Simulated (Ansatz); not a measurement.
Runs of Ansatz 0.2.0 on Ti2Co. Symmetry: Fd-3m, No. 227, cubic system. Conventional cell: a = 6.730 Å, b = 6.730 Å, c = 6.730 Å, α = 90.00°, β = 90.00°, γ = 90.00°. Around Co (site symmetry -43m) lie 12 Ti at 2.79 Å and 4 Co at 2.91 Å. Around Ti (site symmetry -3m) lie 6 Ti at 2.38 Å. 

```tsv
fixed moment (μB)	pressure (GPa)	moment (μB)
8.0	27.2	8.00
2.0	(a)	2.00
4.0	19.3	4.00
12.0	39.2	12.00
16.0	57.3	16.00
```

Alike in all rows: task single point; level PBEsol; potentials or basis Ansatz PAW; spin collinear, ferromagnetic start; cell as given; k mesh 6 × 6 × 6; cutoff (eV) 420; smearing fermi-dirac 0.05 eV.

Q: Fill in the values left out.

A: (a) 16.9.

Caveats: the total moment is fixed, so each spin has its own Fermi level; the PAW data sets come from PBE, with cores solved anew for the run's functional, which leaves a small shift of forces and pressure; the thresholds are loose for stress; a pressure of tens of GPa on the cell as given is suspect, and the run, the potentials or the cell itself is likely at fault (some runs).
